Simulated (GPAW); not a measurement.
# PbSe (Clausthalite) (Fm-3m) in GPAW: settings compared, part 2 of 2

GPAW 26.7.0.

### 4 Equation of state, PBEint

The input, run.py:

```python
import spglib
from ase import Atoms
from ase.eos import EquationOfState
from ase.io import Trajectory, read
from ase.units import GPa
from gpaw import GPAW, PW, setup_paths

setup_paths.insert(0, '.')

atoms = read('PbSe.cif')
cell, positions, numbers = spglib.find_primitive(
    (atoms.cell[:], atoms.get_scaled_positions(), atoms.numbers), symprec=1e-4)
atoms = Atoms(numbers, cell=cell, scaled_positions=positions, pbc=True)

traj = Trajectory('eos.traj', 'w')
volumes, energies = [], []
for x in [0.94, 0.96, 0.98, 1.0, 1.02, 1.04, 1.06]:
    a = atoms.copy()
    a.set_cell(atoms.cell * x**(1 / 3), scale_atoms=True)
    calc = GPAW(mode=PW(600),
                xc='GGA_X_PBEINT+GGA_C_PBEINT',
                kpts={'size': (6, 6, 6), 'gamma': True},
                occupations={'name': 'fermi-dirac', 'width': 0.05},
                nbands=19,
                convergence={'density': 1e-05, 'energy': 1e-05},
                maxiter=150,
                txt=f'eos-{x:.2f}.txt')
    a.calc = calc
    energies.append(a.get_potential_energy(force_consistent=True))
    volumes.append(a.get_volume())
    p = -a.get_stress()[:3].mean() / GPa
    calc.write(f'eos-{x:.2f}.gpw')
    traj.write(a)
    print(f'{x:.2f} {volumes[-1]:10.4f} A^3 {energies[-1]:14.6f} eV {p:9.3f} GPa', flush=True)

v0, e0, B = EquationOfState(volumes, energies, eos='birchmurnaghan').fit()
print(f'V0 = {v0:.4f} A^3, E0 = {e0:.6f} eV, B0 = {B / GPa:.2f} GPa')
```

The input, PbSe.cif:

```cif
data_PbSe
_cell_length_a 6.12130000
_cell_length_b 6.12130000
_cell_length_c 6.12130000
_cell_angle_alpha 90.00000000
_cell_angle_beta 90.00000000
_cell_angle_gamma 90.00000000
_space_group_name_H-M_alt 'Fm-3m'
_space_group_name_Hall '-F 4 2 3'
_space_group_IT_number 225
loop_
_space_group_symop_operation_xyz
'x,y,z'
'-x,-y,-z'
'-y,x,z'
'y,-x,-z'
'-x,-y,z'
'x,y,-z'
'y,-x,z'
'-y,x,-z'
'x,-y,-z'
'-x,y,z'
'-y,-x,-z'
'y,x,z'
'-x,y,-z'
'x,-y,z'
'y,x,-z'
'-y,-x,z'
'z,x,y'
'-z,-x,-y'
'z,-y,x'
'-z,y,-x'
'z,-x,-y'
'-z,x,y'
'z,y,-x'
'-z,-y,x'
'-z,x,-y'
'z,-x,y'
'-z,-y,-x'
'z,y,x'
'-z,-x,y'
'z,x,-y'
'-z,y,x'
'z,-y,-x'
'y,z,x'
'-y,-z,-x'
'x,z,-y'
'-x,-z,y'
'-y,z,-x'
'y,-z,x'
'-x,z,y'
'x,-z,-y'
'-y,-z,x'
'y,z,-x'
'-x,-z,-y'
'x,z,y'
'y,-z,-x'
'-y,z,x'
'x,-z,y'
'-x,z,-y'
'x,y+1/2,z+1/2'
'-x,-y+1/2,-z+1/2'
'-y,x+1/2,z+1/2'
[... 62 lines left out ...]
'-z+1/2,-x,-y+1/2'
'z+1/2,-y,x+1/2'
'-z+1/2,y,-x+1/2'
'z+1/2,-x,-y+1/2'
'-z+1/2,x,y+1/2'
'z+1/2,y,-x+1/2'
'-z+1/2,-y,x+1/2'
'-z+1/2,x,-y+1/2'
'z+1/2,-x,y+1/2'
'-z+1/2,-y,-x+1/2'
'z+1/2,y,x+1/2'
'-z+1/2,-x,y+1/2'
'z+1/2,x,-y+1/2'
'-z+1/2,y,x+1/2'
'z+1/2,-y,-x+1/2'
'y+1/2,z,x+1/2'
'-y+1/2,-z,-x+1/2'
'x+1/2,z,-y+1/2'
'-x+1/2,-z,y+1/2'
'-y+1/2,z,-x+1/2'
'y+1/2,-z,x+1/2'
'-x+1/2,z,y+1/2'
'x+1/2,-z,-y+1/2'
'-y+1/2,-z,x+1/2'
'y+1/2,z,-x+1/2'
'-x+1/2,-z,-y+1/2'
'x+1/2,z,y+1/2'
'y+1/2,-z,-x+1/2'
'-y+1/2,z,x+1/2'
'x+1/2,-z,y+1/2'
'-x+1/2,z,-y+1/2'
'x+1/2,y+1/2,z'
'-x+1/2,-y+1/2,-z'
'-y+1/2,x+1/2,z'
'y+1/2,-x+1/2,-z'
'-x+1/2,-y+1/2,z'
'x+1/2,y+1/2,-z'
'y+1/2,-x+1/2,z'
'-y+1/2,x+1/2,-z'
'x+1/2,-y+1/2,-z'
'-x+1/2,y+1/2,z'
'-y+1/2,-x+1/2,-z'
'y+1/2,x+1/2,z'
'-x+1/2,y+1/2,-z'
'x+1/2,-y+1/2,z'
'y+1/2,x+1/2,-z'
'-y+1/2,-x+1/2,z'
'z+1/2,x+1/2,y'
'-z+1/2,-x+1/2,-y'
'z+1/2,-y+1/2,x'
'-z+1/2,y+1/2,-x'
'z+1/2,-x+1/2,-y'
'-z+1/2,x+1/2,y'
'z+1/2,y+1/2,-x'
'-z+1/2,-y+1/2,x'
'-z+1/2,x+1/2,-y'
'z+1/2,-x+1/2,y'
'-z+1/2,-y+1/2,-x'
'z+1/2,y+1/2,x'
'-z+1/2,-x+1/2,y'
'z+1/2,x+1/2,-y'
'-z+1/2,y+1/2,x'
'z+1/2,-y+1/2,-x'
'y+1/2,z+1/2,x'
'-y+1/2,-z+1/2,-x'
'x+1/2,z+1/2,-y'
'-x+1/2,-z+1/2,y'
'-y+1/2,z+1/2,-x'
'y+1/2,-z+1/2,x'
'-x+1/2,z+1/2,y'
'x+1/2,-z+1/2,-y'
'-y+1/2,-z+1/2,x'
'y+1/2,z+1/2,-x'
'-x+1/2,-z+1/2,-y'
'x+1/2,z+1/2,y'
'y+1/2,-z+1/2,-x'
'-y+1/2,z+1/2,x'
'x+1/2,-z+1/2,y'
'-x+1/2,z+1/2,-y'
loop_
_atom_site_label
_atom_site_type_symbol
_atom_site_symmetry_multiplicity
_atom_site_Wyckoff_symbol
_atom_site_fract_x
_atom_site_fract_y
_atom_site_fract_z
_atom_site_occupancy
Pb1 Pb 4 a 0.0000000000 0.0000000000 0.0000000000 1
Se1 Se 4 b 0.5000000000 0.0000000000 0.0000000000 1
```

Potentials or basis: PAW data sets generated in the run's folder for this functional, pw.

Launch:

```bash
$ gpaw-setup -f GGA_X_PBEINT+GGA_C_PBEINT Pb Se
$ OMP_NUM_THREADS=1 python run.py
```

Log:

```text
__  _  _
 | _ |_)|_||  |
 |__||  | ||/\| - 26.7.0

Input parameters:
  mode=PW(ecut=600.0),
  convergence={'density': 1e-05, 'energy': 1e-05},
  kpts=MonkhorstPack(size=(6, 6, 6), gamma=True),
  maxiter=150,
  nbands=19,
  occupations=Occupations(name='fermi-dirac', width=0.05),
  xc=XC(name='GGA_X_PBEINT+GGA_C_PBEINT')

Diagonalizing LCAO Hamiltonian
Converting LCAO to pw mode

                Se

       Pb

Atoms  # Å, Bohr magnetons
|   | symbol |        x |        y |        z |    initial magnetic moments |
|---|--------|----------|----------|----------|-----------------------------|
| 0 |     Pb | 0.000000 | 0.000000 | 0.000000 | ( 0.0000,  0.0000,  0.0000) |
| 1 |     Se | 3.019285 | 3.019285 | 3.019285 | ( 0.0000,  0.0000,  0.0000) |

Unit cell  # Å
| periodic |        x |        y |        z |  lengths |    angles |
|----------|----------|----------|----------|----------|-----------|
|      yes | 0.000000 | 3.019285 | 3.019285 | 4.269914 | 60.000000 |
|      yes | 3.019285 | 0.000000 | 3.019285 | 4.269914 | 60.000000 |
|      yes | 3.019285 | 3.019285 | 0.000000 | 4.269914 | 60.000000 |

Number of symmetries: 48
Symmetry operations  # r_c * U_cc + t_c -> r_c
|    | kind |            matrix            |
|----|------|------------------------------|
|  0 |  σ   |  1, 0, 0,  1, 0,-1,  1,-1, 0 |
|  1 |  C2  |  1, 0, 0,  1,-1, 0,  1, 0,-1 |
|  2 |  E   |  1, 0, 0,  0, 1, 0,  0, 0, 1 |
|  3 |  σ   |  1, 0, 0,  0, 0, 1,  0, 1, 0 |
|  4 |  C4  |  1, 0,-1,  1, 0, 0,  1,-1, 0 |
|  5 |  S6  |  1, 0,-1,  1,-1, 0,  1, 0, 0 |
|  6 |  σ   |  1, 0,-1,  0, 1,-1,  0, 0,-1 |
[... 165 lines left out ...]
  name: GGA_X_PBEINT+GGA_C_PBEINT with 2 nearest neighbor stencil

convergence criteria:
- Maximum integral of absolute [dens]ity change: 1e-05 electrons / valence electron
- Maximum [total energy] change in last 3 cyles: 1e-05 eV / valence electron
- Maximum integral of absolute [eigenst]ate change: 4e-08 eV^2 / valence electron
maximum number of iterations: 150

SCF iterations
|iter     | |      energy | eigst |  dens |
|---------|-|-------------|-------|-------|
|iter:   1| |   -8.970714 | -0.18 |       |
|iter:   2| |   -8.925413 | -2.06 | -1.28 |
|iter:   3| |   -8.768508 | -2.04 | -1.33 |
|iter:   4| |   -8.768571 | -3.79 | -1.93 |
|iter:   5| |   -8.768828 | -4.39 | -2.36 |
|iter:   6| |   -8.768848 | -5.69 | -3.29 |
|iter:   7| |   -8.768850c| -6.74 | -3.83 |
|iter:   8| |   -8.768850c| -7.80c| -4.56 |
|iter:   9| |   -8.768850c| -7.97c| -5.29c|

Converged in 9 steps
Energy contributions relative to reference atoms: (reference = -633187.410295)

Energy contributions:
  Kinetic:          20.488066
  Coulomb:         -20.334028
  Zero:             -0.094962
  External:          0.000000
  Xc:               -8.826669
  Entropy:          -0.002513
  Spinorbit:         0.000000
  ----------------------------
  Free energy:      -8.770106
  Extrapolated:     -8.768850

dipole moment: (-25.531070, -25.531070, -25.531070)  # |e|*Ang

Fermi level: 6.681
Eigenvalues  # (at kpt = [0.000, 0.000, 0.000])
| band index |      eig [eV] | occ [0-2] |
|------------|---------------|-----------|
|          0 |       -10.269 |     2.000 |
|        ... |               |           |
|          2 |       -10.266 |     2.000 |
|          3 |       -10.266 |     2.000 |
|          4 |       -10.266 |     2.000 |
|          5 |        -7.361 |     2.000 |
|          6 |         0.430 |     2.000 |
|          7 |         4.499 |     2.000 |
[... 9 lines left out ...]
|         17 |        15.108 |     0.000 |
|         18 |        15.551 |     0.000 |

Gap: 0.035 eV
Transition (v -> c):
  (s=0, k=15, n=9, [0.50, 0.50, 0.50]) -> (s=0, k=15, n=10, [0.50, 0.50, 0.50])
No difference between direct/indirect transitions

Stress tensor  # eV/Ang^3
|         x |         y |         z |
|-----------|-----------|-----------|
| -0.013572 |  0.000000 |  0.000000 |
|  0.000000 | -0.013572 |  0.000000 |
|  0.000000 |  0.000000 | -0.013572 |

# Writing to eos-0.96.gpw (mode='')
```

stdout:

```text
0.94    53.9013 A^3      -8.750207 eV     3.420 GPa
0.96    55.0481 A^3      -8.770106 eV     2.175 GPa
0.98    56.1949 A^3      -8.781618 eV     1.042 GPa
1.00    57.3418 A^3      -8.785359 eV     0.003 GPa
1.02    58.4886 A^3      -8.782002 eV    -0.946 GPa
1.04    59.6354 A^3      -8.772152 eV    -1.807 GPa
1.06    60.7823 A^3      -8.756453 eV    -2.583 GPa
V0 = 57.3564 A^3, E0 = -8.785342 eV, B0 = 49.36 GPa
```

It took 62 s on 1 thread of Intel Xeon Platinum 8375C at 2.90GHz (Ice Lake), shared host; peak memory 0.25 GiB.

What came out:

```
Equilibrium volume                      : 28.68 Å³/atom
Bulk modulus                            : 49 GPa
Pressure derivative of the bulk modulus : 3.5
```

Energy against volume, from the lowest point:
| volume (Å³/atom) | energy (meV/atom) |
| --- | --- |
| 26.951 | 17.58 |
| 27.524 | 7.63 |
| 28.097 | 1.87 |
| 28.671 | 0.00 |
| 29.244 | 1.68 |
| 29.818 | 6.60 |
| 30.391 | 14.45 |

The run has no spin-orbit coupling, so splittings on Pb are missing.

### 5 Equation of state, PBEsol+D3

Edit run.py of step 4 so:

```diff
@@ -1,3 +1,2 @@
-import spglib
-from ase import Atoms
+from ase.calculators.mixing import SumCalculator
 from ase.eos import EquationOfState
@@ -5,2 +4,3 @@
 from ase.units import GPa
+from dftd3.ase import DFTD3
 from gpaw import GPAW, PW, setup_paths
@@ -9,6 +9,3 @@
 
-atoms = read('PbSe.cif')
-cell, positions, numbers = spglib.find_primitive(
-    (atoms.cell[:], atoms.get_scaled_positions(), atoms.numbers), symprec=1e-4)
-atoms = Atoms(numbers, cell=cell, scaled_positions=positions, pbc=True)
+atoms = read('POSCAR')
 
@@ -20,3 +17,3 @@
     calc = GPAW(mode=PW(600),
-                xc='GGA_X_PBEINT+GGA_C_PBEINT',
+                xc='PBEsol',
                 kpts={'size': (6, 6, 6), 'gamma': True},
@@ -27,4 +24,4 @@
                 txt=f'eos-{x:.2f}.txt')
-    a.calc = calc
-    energies.append(a.get_potential_energy(force_consistent=True))
+    a.calc = SumCalculator([calc, DFTD3(method='pbesol', damping='d3zero')])
+    energies.append(a.get_potential_energy())
     volumes.append(a.get_volume())
```

The input, POSCAR:

```
PbSe
1.0
    0.0000000000      3.0606500000      3.0606500000
    3.0606500000      0.0000000000      3.0606500000
    3.0606500000      3.0606500000      0.0000000000
Pb Se
1 1
Direct
    0.0000000000      0.0000000000      0.0000000000
    0.5000000000      0.5000000000      0.5000000000
```

Launch:

```bash
$ gpaw-setup -f PBEsol Pb Se
$ OMP_NUM_THREADS=1 python run.py
```

It took 59 s on 1 thread of Intel Xeon Platinum 8375C at 2.90GHz (Ice Lake), shared host; peak memory 0.26 GiB.

Results (log left out):

| Item | Value |
| --- | --- |
| Equilibrium volume | 27.66 Å³/atom |
| Bulk modulus | 52 GPa |
| Pressure derivative of the bulk modulus | 3.8 |

Energy against volume, from the lowest point:
```csv
volume (Å³/atom),energy (meV/atom)
26.951,2.92
27.524,0.00
28.097,0.98
28.671,5.53
29.244,13.31
29.818,24.05
30.391,37.38
```

Spin-orbit coupling is left out, which matters for the levels of Pb.

### 6 Band structure, r4SCAN, spin-orbit coupling, no magnetisation

The input, run.py:

```python
import numpy as np
from ase.dft.bandgap import bandgap
from ase.io import read, write
from ase.units import GPa
from gpaw import GPAW, PW
from gpaw.spinorbit import soc_eigenstates

atoms = read('POSCAR')

calc = GPAW(mode=PW(600),
            xc='MGGA_X_R4SCAN+MGGA_C_R2SCAN',
            kpts={'size': (6, 6, 6), 'gamma': True},
            occupations={'name': 'fermi-dirac', 'width': 0.05},
            nbands=19,
            convergence={'density': 1e-05, 'energy': 1e-05},
            maxiter=150,
            txt='gpaw.txt')
atoms.calc = calc
energy = atoms.get_potential_energy()
forces = atoms.get_forces()
stress = atoms.get_stress()
calc.write('gs.gpw')
write('result.traj', atoms)
print(f'Energy: {energy:.6f} eV')
print('Forces (eV/A):')
print(forces.round(4))
print('Stress (GPa):', (stress / GPa).round(3))
print('Fermi level:', round(calc.get_fermi_level(), 4), 'eV')
print(f'Gap: {bandgap(calc)[0]:.4f} eV, direct: {bandgap(calc, direct=True)[0]:.4f} eV')

path = atoms.cell.bandpath('GXWKGLUWLK,UX', npoints=100, eps=1e-4)
bs_calc = calc.fixed_density(kpts=path, symmetry='off', nbands=31,
                             convergence={'bands': 'CBM+6.0', 'eigenstates': 1e-6}, txt='bands.txt')
bs = bs_calc.band_structure()
bs.write('bs.json')
print(f'Gap on the path: {bandgap(bs_calc)[0]:.4f} eV')

soc = soc_eigenstates(bs_calc, theta=0, phi=0, ignore_xc_potential=True)
np.savetxt('soc_bands.dat', soc.eigenvalues(), fmt='%.4f')
mesh = soc_eigenstates('gs.gpw', theta=0, phi=0, ignore_xc_potential=True)
np.savetxt('soc_mesh.dat', mesh.eigenvalues(), fmt='%.4f')
print('Fermi level with spin-orbit coupling:', round(mesh.fermi_level, 4), 'eV')
```

POSCAR is that of step 5.

Potentials or basis: GPAW PAW data sets (gpaw-data 1.2.1), pw.

Launch:

```bash
$ OMP_NUM_THREADS=1 python run.py
```

Wall time 2.1 min (1 thread of Intel Xeon Platinum 8375C at 2.90GHz (Ice Lake), shared host); peak memory 0.48 GiB.

The run converged. Its results:

```
Free energy             : -57.6011 eV
Pressure                : 0.8 GPa
Band gap on the k mesh  : 0.12 eV, direct
Band gap along the path : 0.20 eV, direct
```

Levels at the corners of the path, in eV from the valence-band top:
| point | band 16 | band 17 | band 18 | band 19 | band 20 | band 21 | band 22 | band 23 | band 24 | band 25 |
| --- | --- | --- | --- | --- | --- | --- | --- | --- | --- | --- |
| Γ | -2.26 | -1.47 | -1.47 | -1.47 | -1.47 | 3.16 | 3.16 | 6.26 | 6.26 | 6.26 |
| X | -4.92 | -3.40 | -3.40 | -2.81 | -2.81 | 4.40 | 4.40 | 4.80 | 4.80 | 7.03 |
| W | -4.32 | -3.96 | -3.96 | -0.59 | -0.59 | 2.06 | 2.06 | 5.49 | 5.49 | 5.76 |
| K | -4.50 | -2.72 | -2.72 | -2.09 | -2.09 | 3.31 | 3.32 | 4.76 | 4.76 | 6.14 |
| Γ | -2.26 | -1.47 | -1.47 | -1.47 | -1.47 | 3.16 | 3.16 | 6.26 | 6.26 | 6.26 |
| L | -1.38 | -1.15 | -1.15 | 0.00 | 0.00 | 0.20 | 0.20 | 1.92 | 1.92 | 2.92 |
| U | -4.50 | -2.72 | -2.72 | -2.09 | -2.09 | 3.31 | 3.32 | 4.76 | 4.76 | 6.14 |
| W | -4.32 | -3.96 | -3.96 | -0.59 | -0.59 | 2.06 | 2.06 | 5.49 | 5.49 | 5.76 |
| L | -1.38 | -1.15 | -1.15 | 0.00 | 0.00 | 0.20 | 0.20 | 1.92 | 1.92 | 2.92 |
| K | -4.50 | -2.72 | -2.72 | -2.09 | -2.09 | 3.31 | 3.32 | 4.76 | 4.76 | 6.14 |
| U | -4.50 | -2.72 | -2.72 | -2.09 | -2.09 | 3.31 | 3.32 | 4.76 | 4.76 | 6.14 |
| X | -4.92 | -3.40 | -3.40 | -2.81 | -2.81 | 4.40 | 4.40 | 4.80 | 4.80 | 7.03 |

Caveat: spin-orbit coupling was added after a scalar SCF, so levels and gaps hold it while energy, forces, pressure and moments don't; this program's spin-orbit splittings come out too wide for heavy elements; the PAW data sets were made with another functional, which shifts forces and pressure a little.

### 7 The runs side by side

| task | level | potentials or basis | spin | band path | band points | spin axis theta (degrees) | spin axis phi (degrees) | eigensolver | gap on the mesh (eV) | pressure (GPa) | V0 of scaled cells (Å³/atom) | B0 (GPa) |
| --- | --- | --- | --- | --- | --- | --- | --- | --- | --- | --- | --- | --- |
| band structure | LDA | the program's PAW data sets (release 1.2.1) made for this functional, pw | SOC, no magnetisation | GXWKGLUWLK,UX | 60 | 0 | 0 | - | 0.51 | -2.4 | - | - |
| equation of state | OLYP+D3(BJ) | PAW data sets generated in the run's folder for this functional, pw | off | - | - | - | - | davidson | - | - | 27.28 | 53 |
| equation of state | PBEint | PAW data sets generated in the run's folder for this functional, pw | off | - | - | - | - | - | - | - | 28.68 | 49 |
| equation of state | PBEsol+D3 | PAW data sets generated in the run's folder for this functional, pw | off | - | - | - | - | - | - | - | 27.66 | 52 |
| band structure | r4SCAN | GPAW PAW data sets (gpaw-data 1.2.1), pw | SOC, no magnetisation | GXWKGLUWLK,UX | 100 | 0 | 0 | - | 0.12 | 0.8 | - | - |

Alike in all rows: cell as given; k mesh 6 × 6 × 6; cutoff (eV) 600; smearing fermi-dirac 0.05 eV.

Caveats: spin-orbit coupling was added after a scalar SCF, so levels and gaps hold it while energy, forces, pressure and moments don't (some runs); this program's spin-orbit splittings come out too wide for heavy elements (some runs); the mesh misses the band edges, which the band path finds closer together (some runs); the PAW data sets were made with another functional, which shifts forces and pressure a little (some runs).

Total energies depend on the potentials used, so only differences within one code and one set of settings carry meaning.

### 8 How close it comes

Step 2. Against the measured direct gap of PbSe, 0.28 eV (direct; 300 K; a printed reference work, monograph), the calculated 0.58 eV is off by +0.30 eV. 2 values of this kind are on record (0.15 to 0.28 eV); this one was drawn at random. The value is that of LDA, without temperature or zero-point motion.

Step 3. The cell as given is a measured one (28.67 Å³/atom); OLYP+D3(BJ) puts the equilibrium volume -4.8 % from it, thermal expansion not counted.

Step 4. The cell as given is a measured one (28.67 Å³/atom); PBEint puts the equilibrium volume +0.0 % from it, thermal expansion not counted.

Step 5. The cell as given is a measured one (28.67 Å³/atom); PBEsol+D3 puts the equilibrium volume -3.5 % from it, thermal expansion not counted.

Step 6. A measured gap of PbSe is 0.28 eV (direct; 300 K; a printed reference work, monograph); the calculated 0.12 eV misses it by -0.16 eV. 2 values of this kind are on record (0.15 to 0.28 eV); this one was drawn at random. The value is that of r4SCAN on a finite k mesh, which can miss the band edges, without temperature or zero-point motion.
